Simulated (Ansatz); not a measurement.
Set up this calculation in Ansatz 0.2.0, as the native input.

| Quantity | Value |
| --- | --- |
| Task | relaxation of cell and atoms |
| Functional | PBE |
| Potentials or basis | Ansatz PAW |
| Cutoff | 420 eV (not typed: the program's choice for these potentials) |
| k mesh | 9 × 9 × 9 |
| Occupations | fermi-dirac, width 0.05 eV |
| Spin | no spin polarisation |

Crystal: AlRu.

```
Ru Al
1.0
     2.99160    0.00000    0.00000
     0.00000    2.99160    0.00000
     0.00000    0.00000    2.99160
Ru Al
1 1
Direct
  0.50000 0.50000 0.50000
  0.00000 0.00000 0.00000
```

The input as run:

input.yaml

```yaml
crystal:
  lattice:
    - [2.9916, 0.0, 0.0]
    - [0.0, 2.9916, 0.0]
    - [0.0, 0.0, 2.9916]
  atoms:
    - { symbol: Ru, position: [0.5, 0.5, 0.5] }
    - { symbol: Al, position: [0.0, 0.0, 0.0] }
hamiltonian:
  xc: pbe
  pseudopotentials: { kind: paw }
kpoints:
  mp_grid: { grid: [9, 9, 9] }
scf:
  occupations: { method: fermi_dirac, width: 0.05 }
output:
  forces: true
  stress: true
  eigenvalues: true
  write_density: true
  write_potential: true
  elf: true
  volumetric_format: npy
relax:
  f_tol: 0.01
  max_steps: 40
  cell: { stress_tol: 0.05 }
```

Potentials or basis: Ansatz PAW.

Launch:

```console
$ ansatz run input.yaml --threads 2 --pin off --max-ram 5632MiB --backend cpu --events-out ev --progress --plain --runs-dir out
```

Results of the run:

```yaml
Relaxed_volume: 13.55 Å³/atom
Relaxed_cell: a = 3.004 Å, b = 3.004 Å, c = 3.004 Å, α = 90.00°, β = 90.00°, γ = 90.00°
Space_group_after_relaxing_to_0.05_Å: Pm-3m (No. 221)
Energy_gained_by_relaxing: 1.3 meV/atom
Ionic_steps: 4
Pressure_after_relaxing: 0.0 GPa
Band_gap_on_the_k_mesh: none (metal or under the smearing width)
```

Caveat: the plane-wave basis is chosen anew once the cell has moved, so the energies of steps on either side of that aren't comparable.

Run time: 2 s on 2 threads of Arm Neoverse V2 (shared host), peak memory 0.29 GiB.
